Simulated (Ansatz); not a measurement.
Runs of Ansatz 0.2.0 on Y. It takes space group P6_3/mmc (No. 194, hexagonal). Conventional cell: a = 3.647 Å, b = 3.647 Å, c = 5.731 Å, α = 90.00°, β = 90.00°, γ = 120.00°. Y (site symmetry -6m2) is surrounded by 12 Y at 3.56 to 3.65 Å. 

```tsv
task	level	points for each segment of the path	gap on the mesh (eV)	pressure (GPa)
single point	PBE	-	none	-0.1
band structure	PBE	14	none	-0.1
band structure	LDA	14	none	(a)
band structure	PBEsol	14	none	-2.0
band structure	RPBE	14	none	1.4
```

Alike in all rows: potentials or basis Ansatz PAW; no spin polarisation; cell as given; k mesh 8 × 8 × 5; cutoff (eV) 420; smearing fermi-dirac 0.05 eV.

Q: Fill in the values left out.

A: (a) -3.8.

Caveats: the PAW data sets come from PBE, with cores solved anew for the run's functional, which leaves a small shift of forces and pressure (some runs).

A k mesh can miss the band edges, and the runs leave out spin-orbit coupling on Y.

A gap of «none» marks a metal or a gap under the smearing width.
